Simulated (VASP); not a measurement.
Method: PBE GGA, VASP's PBE PAW potentials (set 64) (plane waves; VASP 6.6.1).

VASP ran on this input.

### INCAR
```
SYSTEM = Li3N
PREC = Accurate; ENCUT = 700; LREAL = .FALSE.
LASPH = .TRUE.
EDIFF = 1E-6; NELM = 100; ALGO = Normal
ISMEAR = 0; SIGMA = 0.02
GGA = PE
ISIF = 2
LWAVE = .FALSE.; LCHARG = .FALSE.
```

**KPOINTS**
```
Regular mesh
0
G
 9 9 7
```

**POSCAR**
```
Li3N
1
    3.6238080000     0.0000000000     0.0000000000
   -1.8119040000     3.1383100000     0.0000000000
    0.0000000000     0.0000000000     3.8696730000
Li N
3 1
Direct
  0.0000000000   0.0000000000   0.5000000000
  0.3333330000   0.6666670000   0.0000000000
  0.6666670000   0.3333330000   0.0000000000
  0.0000000000   0.0000000000   0.0000000000
```

POTCAR, in this order: Li_sv N (PBE.64 set). Program: vasp_std.

The run wrote:

**OSZICAR**
```
       N       E                     dE             d eps       ncg     rms          rms(c)
DAV:   1     0.637103707089E+02    0.63710E+02   -0.78128E+03  1056   0.163E+03
DAV:   2    -0.929708957048E+01   -0.73007E+02   -0.68267E+02  1402   0.295E+02
DAV:   3    -0.188323430056E+02   -0.95353E+01   -0.94847E+01  1609   0.935E+01
DAV:   4    -0.198071468418E+02   -0.97480E+00   -0.97357E+00  1663   0.240E+01
DAV:   5    -0.198222311066E+02   -0.15084E-01   -0.15083E-01  1448   0.363E+00    0.984E+00
DAV:   6    -0.159014292327E+02    0.39208E+01   -0.25413E+01  1368   0.260E+01    0.454E+00
DAV:   7    -0.157239459506E+02    0.17748E+00   -0.14370E+00  1433   0.767E+00    0.226E+00
DAV:   8    -0.156471620987E+02    0.76784E-01   -0.39375E-01  1280   0.574E+00    0.124E+00
DAV:   9    -0.156346664542E+02    0.12496E-01   -0.49959E-02  1362   0.167E+00    0.348E-01
DAV:  10    -0.156354880667E+02   -0.82161E-03   -0.27593E-03  1435   0.419E-01    0.530E-02
DAV:  11    -0.156355034132E+02   -0.15347E-04   -0.60154E-04  1479   0.145E-01    0.331E-02
DAV:  12    -0.156355111664E+02   -0.77531E-05   -0.82020E-05  1315   0.611E-02    0.884E-03
DAV:  13    -0.156355082454E+02    0.29209E-05   -0.20952E-05  1353   0.260E-02    0.221E-03
DAV:  14    -0.156355084990E+02   -0.25355E-06   -0.91220E-07   846   0.898E-03
   1 F= -.15635508E+02 E0= -.15635508E+02  d E =-.709206E-24
```

**OUTCAR**
```
------------------------ aborting loop because EDIFF is reached ----------------------------------------
  FORCE on cell =-STRESS in cart. coord.  units (eV):
  Direction    XX          YY          ZZ          XY          YZ          ZX
  --------------------------------------------------------------------------------------
  Total        0.0416184      0.0416184     -0.0850744     -0.0000000     -0.0000000      0.0000000
  in kB        1.5151680      1.5151683     -3.0972336     -0.0000000     -0.0000000      0.0000000
  external PRESSURE =      -0.0222991 kB  Pullay stress =       0.0000000 kB
  volume of cell :       44.01
      direct lattice vectors                 reciprocal lattice vectors
     3.623808000  0.000000000  0.000000000     0.275952810  0.159321418  0.000000000
    -1.811904000  3.138310000  0.000000000     0.000000000  0.318642836  0.000000000
     0.000000000  0.000000000  3.869673000     0.000000000  0.000000000  0.258419768
 POSITION                                       TOTAL-FORCE (eV/Angst)
 -----------------------------------------------------------------------------------
      0.00000      0.00000      1.93484         0.000000      0.000000      0.000000
     -0.00000      2.09221      0.00000         0.000000      0.000000      0.000000
      1.81191      1.04610      0.00000        -0.000000      0.000000      0.000000
      0.00000      0.00000      0.00000         0.000000      0.000000      0.000000
 -----------------------------------------------------------------------------------
    total drift:                                0.000000      0.000000      0.000000
  FREE ENERGIE OF THE ION-ELECTRON SYSTEM (eV)
  ---------------------------------------------------
  free  energy   TOTEN  =       -15.6355084990 eV

  energy  without entropy=      -15.6355084990  energy(sigma->0) =      -15.63550850
```
(Selected blocks of OUTCAR.)

The structure comes from a computed database's Li3N entry; how it stands against other phases isn't given here. The cell was not relaxed at this level. The run is one of a series of settings (ENCUT = 700 against the base run), some of them coarse on purpose.
